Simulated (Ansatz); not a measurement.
Convergence of Sb

```
Sb
1.0
     0.00000    2.30500    2.30500
     2.30500    0.00000    2.30500
     2.30500    2.30500    0.00000
Sb
1
Direct
  0.00000 0.00000 0.00000
```

The cell comes from COD entry 9013009, which wasn't checked; take it as a given geometry.

No spin–orbit coupling, which matters for the heavy atoms here.

These are results of DFT, PBE, all-electron LAPW, scalar-relativistic (Ansatz 0.2.0), not measurements.

Sampling and basis: a Γ-centred 12×12×12 k mesh, Fermi–Dirac smearing of 0.05 eV, basis error target 1 meV/atom, no spin polarisation. One setting is then changed at a time.

```csv
basis error target (meV/atom),free energy less the base's (meV/atom),P (GPa),cutoff chosen (eV)
1 (base),0.0,8.71,169
3,?,8.71,146
10,?,8.73,122
30,5.4,8.79,102
0.1,-0.2,8.71,220
```

**Question.** Fill in "free energy less the base's (meV/atom)" for the row "10".

**Answer.** 1.4.

**Question.** What belongs in the row "3", column "free energy less the base's (meV/atom)"?

**Answer.** 0.4.
